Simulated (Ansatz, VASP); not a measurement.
## One calculation of GaSb, two programs

```xyz
2
Lattice="0.0000 3.1661 3.0590 3.0590 0.0000 3.0590 3.0590 3.1661 0.0000" Properties=species:S:1:pos:R:3 pbc="T T T"
Ga    0.0000    0.0000    0.0000
Sb    4.5885    4.7491    4.5885
```

Change from the starting cell: strain +0.0350 x Voigt [0, 1, 0, 0, 0, 0], atoms carried along.

Alike in both runs: task single point; functional PBE; k mesh 14 × 14 × 14; occupations gaussian, width 0.15 eV; no spin polarisation.

```csv
,VASP,Ansatz
version,VASP 6.6.1,Ansatz 0.2.0
potentials or method,"VASP PAW PBE potentials, release 64 (Ga_d, Sb)","scalar-relativistic, plane waves, PAW"
plane-wave cutoff (eV),520,420
valence electrons in the cell,18,28
```

|  | VASP | Ansatz | Ansatz less VASP |
| --- | --- | --- | --- |
| gap on the k mesh at the Fermi level (eV) | none | none | - |
| pressure (GPa) | 0.6 | 0.6 | -0.07 |
| largest component of the traceless stress (GPa) | 1.02 | 1.02 | +0.002 |

A gap of «none» marks a metal or a gap that the smearing closes. The two sets of potentials don't hold the same shells in valence.

Spin-orbit coupling is left out, which matters for the levels of Sb.
